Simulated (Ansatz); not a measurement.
NiO (Fm-3m), two-dimensional strain map

Method: Ansatz 0.2.0, DFT PBE, scalar-relativistic, plane waves, PAW. Cutoff 420 eV, Γ-centred 20×20×20 k-points, Gaussian smearing of 0.15 eV. Collinear spins, started from moments 1.6, 0.3 μB in atom order; the magnetic state may not be the lowest. Energies are free energies at this smearing, counted from the undisturbed cell; pressure is positive in compression.

The undisturbed cell (as given, not relaxed at this level; it stands at 4.1 GPa):

```
Ni O
1.0
     0.00000    2.09131    2.09131
     2.09131    0.00000    2.09131
     2.09131    2.09131    0.00000
Ni O
1 1
Direct
  0.00000 0.00000 0.00000
  0.50000 0.50000 0.50000
```

The cell is strained by p along both x and y and by q along z, fractional coordinates fixed. Points are written (p, q).

Energy above the undisturbed cell in meV/atom (a dash: not computed):

```csv
p \ q,-0.050,-0.025,0.000,0.050
-0.050,170.1,123.6,90.3,51.1
0.000,33.6,–,0.0,3.2
0.050,20.0,–,26.3,66.6
```

Pressure in GPa:

| p \ q | -0.050 | -0.025 | 0.000 | 0.050 |
| --- | --- | --- | --- | --- |
| -0.050 | 42.2 | 34.4 | 27.9 | 17.8 |
| 0.000 | 15.3 | – | 4.1 | -3.7 |
| 0.050 | -2.0 | – | -10.6 | -16.5 |